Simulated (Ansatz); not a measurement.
Consider ZnTe in the zinc blende structure (space group F-43m, No. 216; a = 6.179 Å). Axes: x, y, z lie along the cube axes.

The values are results of PBE (Ansatz, a quantum-chemistry and plane-wave program), without spin-orbit coupling, not measurements.

For the base:

```
Quantity                             Value
-----------------------------  -----------
Gap character                  direct at Γ
Shortest interatomic distance      2.676 Å
```

It is then changed as follows: a pure shear with ε_xy = ε_yx = -0.0156, atoms relaxed at fixed cell.

Question: What happens to the stress, energy relative to the base, gap character and shortest interatomic distance?

Answer: The stress (xx, yy, zz, yz, xz, xy; compression positive) comes out as (0.03, 0.03, 0.00, 0.00, 0.00, 0.93) GPa; the energy goes up by 2.7 meV/atom; the gap character remains direct at Γ; the shortest interatomic distance falls by 0.0104 Å, from 2.676 Å to 2.665 Å.

Spin-orbit coupling, missing from the scalar runs, can matter with Te. The cells carry an imposed strain or load. Stability against distortions was not tested. Labels are those of the standard path for the cell's own space group.
